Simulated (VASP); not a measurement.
# TiCo (Pm-3m) in VASP: single point with PBE

Aim: the single point of TiCo with PBE.

Everything below comes from runs of VASP 6.6.1. Logs are shortened: lines on timing, memory, paths and dates and some standing lists are left out, and cuts for length are marked.

### 1 Starting point

It takes space group Pm-3m (No. 221, cubic). The conventional cell has a = 2.918 Å, b = 2.918 Å, c = 2.918 Å, α = 90.00°, β = 90.00°, γ = 90.00°. Ti (site symmetry m-3m) is surrounded by 8 Co at 2.53 Å. Around Co (site symmetry m-3m) lie 8 Ti at 2.53 Å.

The cell was built by a generator and needn't be a form met in nature.

### 2 Single point, PBE

INCAR

```
ALGO = Normal
EDIFF = 1E-6
ENCUT = 520
GGA = PE
ISIF = 2
ISMEAR = -1
LASPH = T
LCHARG = T
LELF = T
LREAL = F
LVHAR = T
LWAVE = F
NBANDS = 18
NELM = 60
PREC = Accurate
SIGMA = 0.1229
```

KPOINTS

```
k-points
0
Gamma
  11 11 11
```

POSCAR

```
TiCo
1.0
    2.9178910000      0.0000000000      0.0000000000
    0.0000000000      2.9178910000      0.0000000000
    0.0000000000      0.0000000000      2.9178910000
Ti Co
1 1
Direct
    0.5000000000      0.5000000000      0.5000000000
    0.0000000000      0.0000000000      0.0000000000
```

Potentials or basis: VASP PAW PBE potentials, release 64 (Ti_sv, Co).

Launch:

```
cat potpaw_PBE.64/Ti_sv/POTCAR potpaw_PBE.64/Co/POTCAR > POTCAR
mpirun -np 1 vasp_std > vasp.out
```

OUTCAR:

```text
EDIFF = 1E-6
   ENCUT = 520
   GGA = PE
   ISIF = 2
   ISMEAR = -1
   LASPH = T
   LREAL = F
   NELM = 60
   PREC = Accurate

 ion  position               nearest neighbor table
   1  0.500  0.500  0.500-   2 2.53   2 2.53   2 2.53   2 2.53   2 2.53   2 2.53   2 2.53   2 2.53

   2  0.000  0.000  0.000-   1 2.53   1 2.53   1 2.53   1 2.53   1 2.53   1 2.53   1 2.53   1 2.53

  LATTYP: Found a simple cubic cell.
 ALAT       =     2.9178910000

  Lattice vectors:

 A1 = (   2.9178910000,   0.0000000000,   0.0000000000)
 A2 = (   0.0000000000,   2.9178910000,   0.0000000000)
 A3 = (   0.0000000000,   0.0000000000,   2.9178910000)

Analysis of symmetry for initial positions (statically):
=====================================================================
 Subroutine PRICEL returns:
 Original cell was already a primitive cell.

 Routine SETGRP: Setting up the symmetry group for a
 simple cubic supercell.

 Subroutine GETGRP returns: Found 48 space group operations
 (whereof 48 operations were pure point group operations)
 out of a pool of 48 trial point group operations.

The static configuration has the point symmetry O_h .

Analysis of symmetry for dynamics (positions and initial velocities):
=====================================================================
 Subroutine PRICEL returns:
 Original cell was already a primitive cell.

 Routine SETGRP: Setting up the symmetry group for a
 simple cubic supercell.

 Subroutine GETGRP returns: Found 48 space group operations
 (whereof 48 operations were pure point group operations)
 out of a pool of 48 trial point group operations.

The dynamic configuration has the point symmetry O_h .

 Subroutine INISYM returns: Found 48 space group operations
 (whereof 48 operations are pure point group operations),
 and found     1 'primitive' translations

----------------------------------------------------------------------------------------

                                     Primitive cell

  volume of cell :      24.8432

  direct lattice vectors                    reciprocal lattice vectors
     2.917891000  0.000000000  0.000000000     0.342713282  0.000000000  0.000000000
     0.000000000  2.917891000  0.000000000     0.000000000  0.342713282  0.000000000
     0.000000000  0.000000000  2.917891000     0.000000000  0.000000000  0.342713282

  length of vectors
     2.917891000  2.917891000  2.917891000     0.342713282  0.342713282  0.342713282

  position of ions in fractional coordinates (direct lattice)
     0.500000000  0.500000000  0.500000000
     0.000000000  0.000000000  0.000000000

  ion indices of the primitive-cell ions
   primitive index   ion index
                 1           1
                 2           2

----------------------------------------------------------------------------------------

 KPOINTS: k-points

Automatic generation of k-mesh.
 Grid dimensions read from file:
 generate k-points for:   11   11   11

 Generating k-lattice:

  Cartesian coordinates                     Fractional coordinates (reciprocal lattice)
     0.031155753  0.000000000  0.000000000     0.090909091  0.000000000  0.000000000
     0.000000000  0.031155753  0.000000000     0.000000000  0.090909091  0.000000000
     0.000000000  0.000000000  0.031155753     0.000000000  0.000000000  0.090909091

  Length of vectors
     0.031155753  0.031155753  0.031155753

  Shift w.r.t. Gamma in fractional coordinates (k-lattice)
     0.000000000  0.000000000  0.000000000

 Subroutine IBZKPT returns following result:
 ===========================================

 Found     56 irreducible k-points:

 Following reciprocal coordinates:
            Coordinates               Weight
  0.000000  0.000000  0.000000      1.000000
  0.090909  0.000000  0.000000      6.000000
  0.181818  0.000000  0.000000      6.000000
  0.272727  0.000000  0.000000      6.000000
  0.363636  0.000000  0.000000      6.000000
  0.454545  0.000000  0.000000      6.000000
[... 16 lines left out ...]
  0.181818  0.090909  0.090909     24.000000
  0.272727  0.090909  0.090909     24.000000
 [... further k-points ...]
   k-points           NKPTS =     56   k-points in BZ     NKDIM =     56   number of bands    NBANDS=     18
   number of dos      NEDOS =    301   number of ions     NIONS =      2
   total plane-waves  NPLWV =  13824
   dimension x,y,z NGX =    24 NGY =   24 NGZ =   24
   dimension x,y,z NGXF=    48 NGYF=   48 NGZF=   48
   ions per type =               1   1
   NGX,Y,Z   is equivalent  to a cutoff of  13.67, 13.67, 13.67 a.u.
   NGXF,Y,Z  is equivalent  to a cutoff of  27.35, 27.35, 27.35 a.u.
 SYSTEM =  unknown system
   PREC   = accura    normal or accurate (medium, high low for compatibility)
   ISTART =      0    job   : 0-new  1-cont  2-samecut
   ICHARG =      2    charge: 1-file 2-atom 10-const
   ISPIN  =      1    spin polarized calculation?
   LNONCOLLINEAR =      F non collinear calculations
   LSORBIT =      F    spin-orbit coupling
   LASPH  =      T    aspherical Exc in radial PAW
   ENCUT  =  520.0 eV  38.22 Ry    6.18 a.u.   5.43  5.43  5.43*2*pi/ulx,y,z
   NELM   =     60;   NELMIN=  2; NELMDL= -5     # of ELM steps
   EDIFF  = 0.1E-05   stopping-criterion for ELM
   LREAL  =      F    real-space projection
[... 7 lines left out ...]
   TEBEG  =    0.0;   TEEND  =   0.0 temperature during run
   PSTRESS=    0.0 pullay stress
   NELECT =      21.0000    total number of electrons
   NUPDOWN=      -1.0000    fix difference up-down
   EMIN   =  10.00;   EMAX   =-10.00  energy-range for DOS
   EFERMI =   0.00;   METHOD = LEGACY
   ISMEAR =    -1;   SIGMA  =   0.12  broadening in eV -4-tet -1-fermi 0-gaus
   EFERMI_NEDOS =   21; number of points for ismear=-14 and -15
   IALGO  =     38    algorithm
   IMIX   =      4    mixing-type and parameters
     AMIX     =   0.40;   BMIX     =  1.00
     AMIX_MAG =   1.60;   BMIX_MAG =  1.00
  volume/ion in A,a.u.               =      12.42        83.83
  Fermi-wavevector in a.u.,A,eV,Ry     =   1.547909  2.925125 32.599878  2.396023
  Thomas-Fermi vector in A             =   2.652935
   LORBIT       =      0    0 simple, 1 ext, 2 COOP (PROOUT), +10 PAW based schemes
   GGA     = PE    functional components
   LHFCALC =     F    Hartree Fock is set to
   AEXX    =    0.0000 exact exchange contribution
   IVDW    =     0    specifies the selected vdW correction
   LEPSILON=     F    determine dielectric tensor
   LRPA    =     F    only Hartree local field effects (RPA)
 non-spin polarized calculation
  energy-cutoff  :      520.00
  volume of cell :       24.84
 maximum number of plane-waves:       691
 NGX is ok and might be reduce to    24
   NGX = 11   NGY = 11   NGZ = 11

 number of electron      21.0000015 magnetization

 Free energy of the ion-electron system (eV)
  ---------------------------------------------------
  ext. energy  EPLUGINS =         0.00000000
  ---------------------------------------------------
  free energy    TOTEN  =       -15.66144121 eV

  energy without entropy =      -15.53576304  energy(sigma->0) =      -15.59860213

 E-fermi :  10.8229     XC(G=0): -12.9466

 val. band max:       10.7946965402   @ k =   0.4545   0.4545   0.1818
 cond. band min:      10.8271382839   @ k =   0.4545   0.3636   0.0909
 fundamental gap:      0.0324417438
 Fermi energy:        10.8229432592

 k-point     1 :       0.0000    0.0000    0.0000
  band No.  band energies     occupation
      1     -46.2420      2.00000
      2     -22.3108      2.00000
      3     -22.3108      2.00000
      4     -22.3108      2.00000
      5       2.8891      2.00000
      6       6.7102      2.00000
[... 10 lines left out ...]
     17      20.3357      0.00000
     18      20.3357      0.00000

 k-point     2 :       0.0909    0.0000    0.0000
  band No.  band energies     occupation
      1     -46.2386      2.00000
      2     -22.3418      2.00000
      3     -22.3087      2.00000
      4     -22.3087      2.00000
      5       3.0637      2.00000
      6       6.7895      2.00000
[... 10 lines left out ...]
     17      20.7505      0.00000
     18      20.7505      0.00000

 k-point     3 :       0.1818    0.0000    0.0000
  band No.  band energies     occupation
      1     -46.2295      2.00000
      2     -22.4243      2.00000
      3     -22.3028      2.00000
      4     -22.3028      2.00000
      5       3.5707      2.00000
      6       7.0173      2.00000
[... 10 lines left out ...]
     17      21.8313      0.00000
     18      21.8313      0.00000

 k-point     4 :       0.2727    0.0000    0.0000
  band No.  band energies     occupation
      1     -46.2175      2.00000
      2     -22.5310      2.00000
      3     -22.2952      2.00000
      4     -22.2952      2.00000
      5       4.3593      2.00000
      6       7.2701      2.00000
[... 10 lines left out ...]
     17      23.3160      0.00000
     18      23.3160      0.00000

 k-point     5 :       0.3636    0.0000    0.0000
  band No.  band energies     occupation
      1     -46.2065      2.00000
      2     -22.6277      2.00000
      3     -22.2882      2.00000
      4     -22.2882      2.00000
      5       5.3361      2.00000
      6       7.3786      2.00000
[... 10 lines left out ...]
     17      25.0336      0.00000
     18      25.0336      0.00000

 k-point     6 :       0.4545    0.0000    0.0000
  band No.  band energies     occupation
      1     -46.1999      2.00000
      2     -22.6846      2.00000
      3     -22.2841      2.00000
      4     -22.2841      2.00000
      5       6.3237      2.00000
      6       7.1224      2.00000
[... 307 lines left out ...]
 k-point    21 :       0.4545    0.4545    0.0000
  band No.  band energies     occupation
      1     -46.1626      2.00000
      2     -22.6242      2.00000
      3     -22.6228      2.00000
      4     -22.2486      2.00000
      5       6.1767      2.00000
      6       6.8209      2.00000
[... 10 lines left out ...]
     17      19.9662      0.00000
     18      20.6843      0.00000

 k-point    22 :       0.0909    0.0909    0.0909
  band No.  band energies     occupation
      1     -46.2319      2.00000
      2     -22.3420      2.00000
      3     -22.3345      2.00000
      4     -22.3345      2.00000
      5       3.4032      2.00000
      6       6.9525      2.00000
[... 10 lines left out ...]
     17      20.1061      0.00000
     18      20.6415      0.00000

 k-point    23 :       0.1818    0.0909    0.0909
  band No.  band energies     occupation
      1     -46.2229      2.00000
      2     -22.4187      2.00000
      3     -22.3320      2.00000
      4     -22.3285      2.00000
      5       3.8900      2.00000
      6       7.1581      2.00000
[... 10 lines left out ...]
     17      21.0821      0.00000
     18      21.3678      0.00000

 k-point    24 :       0.2727    0.0909    0.0909
  band No.  band energies     occupation
      1     -46.2112      2.00000
      2     -22.5237      2.00000
      3     -22.3229      2.00000
      4     -22.3206      2.00000
      5       4.6405      2.00000
      6       7.4264      2.00000
[... 10 lines left out ...]
     17      22.3250      0.00000
     18      22.5144      0.00000

 [... further k-points ...]
[... 5 lines left out ...]
  --------------------------------------------------------------------------------------
  -------------------------------------------------------------------------------------
  Total        1.6661100      1.6661100      1.6661100     -0.0000000     -0.0000000      0.0000000
  in kB      107.4501559    107.4501559    107.4501559     -0.0000000     -0.0000000      0.0000000
  external PRESSURE =     107.4501559 kB  Pullay stress =       0.0000000 kB

 VOLUME and BASIS-vectors are now :
 -----------------------------------------------------------------------------
  energy-cutoff  :      520.00
  volume of cell :       24.84
      direct lattice vectors                 reciprocal lattice vectors
     2.917891000  0.000000000  0.000000000     0.342713282  0.000000000  0.000000000
     0.000000000  2.917891000  0.000000000     0.000000000  0.342713282  0.000000000
     0.000000000  0.000000000  2.917891000     0.000000000  0.000000000  0.342713282

 POSITION                                       TOTAL-FORCE (eV/Angst)
 -----------------------------------------------------------------------------------
      1.45895      1.45895      1.45895         0.000000      0.000000      0.000000
      0.00000      0.00000      0.00000         0.000000      0.000000      0.000000
 -----------------------------------------------------------------------------------
    total drift:                                0.000000      0.000000     -0.000000

  FREE ENERGIE OF THE ION-ELECTRON SYSTEM (eV)
  ---------------------------------------------------
  free  energy   TOTEN  =       -15.6614412139 eV

  energy  without entropy=      -15.5357630417  energy(sigma->0) =      -15.59860213
```

It took 19 s on 1 thread of AMD EPYC 9R45 (Zen 5), shared host; peak memory 0.12 GiB.

Results:

```yaml
Free_energy: -15.6614 eV
Pressure: 10.7 GPa
Band_gap_on_the_k_mesh: none (metal or under the smearing width)
```

Spin polarisation is off, so any magnetic state and its effect on volume and gap are missing.
